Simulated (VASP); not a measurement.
Input of a VASP 6.6.1 run:

Contents of POSCAR:

```
Nb
1.0
    1.4677460000      2.5422090000      0.0000000000
   -1.4677460000      2.5422090000      0.0000000000
    0.0000000000      0.0000000000      4.5978470000
Nb
2
Direct
    0.3333300000      0.3333400000      0.2500000000
    0.6666600000      0.6666700000      0.7500000000
```

INCAR.step1

```
SYSTEM = Nb
PREC     = Accurate       ! precision mode
ENCUT    = 520            ! plane-wave cutoff, eV
ISMEAR   = -5             ! smearing method
SIGMA    = 0.1            ! smearing width, eV
LREAL    = .False.        ! projectors in reciprocal space
LASPH    = .True.         ! aspherical terms in the spheres
NELM     = 80             ! most SCF steps
LMAXMIX  = 4              ! l up to which the mixer works
NBANDS   = 20             ! bands
GGA      = PE             ! functional
ALGO     = Normal         ! electronic algorithm
EDIFF    = 1E-4           ! SCF threshold, eV
LWAVE    = .True.         ! write WAVECAR
LCHARG   = .False.        ! write CHGCAR
```

Contents of INCAR.step2:

```
SYSTEM = Nb
PREC     = Accurate       ! precision mode
ENCUT    = 520            ! plane-wave cutoff, eV
EDIFF    = 1E-7           ! SCF threshold, eV
ISMEAR   = -1             ! smearing method
SIGMA    = 0.1            ! smearing width, eV
LREAL    = .False.        ! projectors in reciprocal space
LASPH    = .True.         ! aspherical terms in the spheres
NELM     = 80             ! most SCF steps
ALGO     = Normal         ! electronic algorithm
ISIF     = 2              ! what is computed and relaxed
LWAVE    = .False.        ! write WAVECAR
LCHARG   = .False.        ! write CHGCAR
LMAXMIX  = 4              ! l up to which the mixer works
METAGGA  = R2SCAN         ! meta-GGA
LMIXTAU  = .True.       
LORBIT   = 10             ! projections on sites
NBANDS   = 20             ! bands
ISTART   = 1
```

Contents of KPOINTS:

```
regular mesh
0
Gamma
  13 13 7
  0 0 0
```

Potentials or basis: VASP PAW PBE potentials, release 64 (Nb_sv).

The run is started by

```console
$ cat potpaw_PBE.64/Nb_sv/POTCAR > POTCAR
$ cp INCAR.step1 INCAR
$ mpirun -np 1 vasp_std > vasp.out
$ cp INCAR.step2 INCAR
$ mpirun -np 1 vasp_std > vasp.out
```

Task: What does it give for the pressure?

Result: 15.1 GPa.

Task: Predict the band gap on the k mesh.

Result: None (metal or under the smearing width).

Stress tensor (GPa, compression positive):
```
12.15  0.00  0.00
 0.00 12.15  0.00
 0.00  0.00 21.04
```

Caveat: so large a pressure means that the cell lies far from this level's equilibrium, or that cutoff or potentials fall short; the potentials were made for another functional, which shifts forces and pressure.
